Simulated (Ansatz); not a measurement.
One structure, 3 elements: TiS2, ZrS2, HfS2

Plane-wave DFT in Ansatz with scalar-relativistic PAW potentials, cutoff 420 eV, Γ-centred meshes chosen by cell and gap, Gaussian smearing with energies taken to zero width. Every cell was relaxed (cell and atoms) in a run of its own, within the symmetry of its start. Functional: PBE+D3(BJ).

All members share space group P-3m1 and the same sites; only the element on one set of sites changes (Ti, Zr, Hf). Members needn't be the stable form of their composition. Energies over the elements, where given, are against the elements' standard states in the same functional (H₂, N₂, O₂ and halogens uncorrected, Hg as a solid). The first member:

Space group P-3m1 (No. 164). a = 3.359 Å, b = 3.359 Å, c = 5.515 Å, α = 90.00°, β = 90.00°, γ = 120.00°
```csv
atom,site,symmetry,x,y,z
Ti,1b,-3m.,0.0000,0.0000,0.5000
S,2d,3m.,0.3333,0.6667,0.7591
```

| compound | V (Å³/atom) | a (Å) | c (Å) | gap on mesh (eV) |
| --- | --- | --- | --- | --- |
| TiS2 | 17.96 | 3.359 | 5.515 | 0.00 |
| HfS2 | 21.66 | 3.606 | 5.770 | 0.85 |

Task: Predict the member with Zr.

Result: V (Å³/atom) 21.82, a (Å) 3.635, c (Å) 5.721, gap on mesh (eV) 0.66. Interpolating linearly in period between Ti and Hf would give 19.81 Å³/atom (9.2 % too small). Over the whole series the volume has no steady trend down the group (least for Ti); a gap opens only for Zr, Hf (gaps under about 0.1 eV aren't resolved; a zero can be real, or an error of the semilocal functional, which closes small gaps). Hf is no larger than Zr here (21.66 against 21.82 Å³/atom), as one expects from the lanthanide contraction and relativistic shrinking of 6s.

Spin-orbit coupling is left out, which matters for the bands of heavy elements.